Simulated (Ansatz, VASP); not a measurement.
## One calculation of SiC (Moissanite 3C), two programs

The input INCAR:

```
ALGO     = Fast           # electronic algorithm
EDIFF    = 1E-7           # SCF threshold, eV
ENCUT    = 520            # plane-wave cutoff, eV
GGA      = PE             # functional
ISIF     = 2              # what is computed and relaxed
ISMEAR   = 0              # smearing method
LASPH    = T              # aspherical terms in the spheres
LCHARG   = F              # write CHGCAR
LREAL    = F              # projectors in reciprocal space
LWAVE    = F              # write WAVECAR
NBANDS   = 11             # bands
NELM     = 100            # most SCF steps
PREC     = Accurate       # precision mode
SIGMA    = 0.05           # smearing width, eV
```

The input KPOINTS:

```
k-points
0
Gamma
  18 18 18
```

The input POSCAR:

```
SiC
1.0
    0.0000000000      2.0328704943      2.0328704943
    2.0328704943      0.0000000000      2.0328704943
    2.0328704943      2.0328704943      0.0000000000
Si C
1 1
Direct
    0.0000000000      0.0000000000      0.0000000000
    0.2500000000      0.2500000000      0.2500000000
```

Input for Ansatz:

```yaml
crystal:
  lattice:
    - [0.0, 2.0328704943, 2.0328704943]
    - [2.0328704943, 0.0, 2.0328704943]
    - [2.0328704943, 2.0328704943, 0.0]
  atoms:
    - { symbol: Si, position: [0.0, 0.0, 0.0] }
    - { symbol: C, position: [0.25, 0.25, 0.25] }
basis:
  ecutwfc: 420
  ecutrho_ratio: 4
kpoints:
  mp_grid: { grid: [18, 18, 18] }
hamiltonian:
  xc: pbe
scf:
  occupations: { method: gaussian, width: 0.05 }
output:
  forces: true
  stress: true
  eigenvalues: true
```

Alike in both runs: task single point; functional PBE; k mesh 18 × 18 × 18; occupations gaussian, width 0.05 eV; no spin polarisation.

```csv
,VASP,Ansatz
version,VASP 6.6.1,Ansatz 0.2.0
potentials or method,"VASP PAW PBE potentials, release 64 (Si, C)","scalar-relativistic, plane waves, PAW"
plane-wave cutoff (eV),520,420
valence electrons in the cell,8,8
```

Ansatz gave:

```
gap on the k mesh at the Fermi level (eV) : 1.14
least direct gap on the mesh (eV)         : 4.72
```

Task: What did VASP give for the same quantities?

Result: gap on the k mesh at the Fermi level (eV): 1.13; least direct gap on the mesh (eV): 4.71.

The functional is the same, so the differences come from potentials, cutoffs and numerics.

 Expect the measured gap to be larger: semilocal functionals such as PBE lack the derivative discontinuity. A k mesh can miss the band edges.
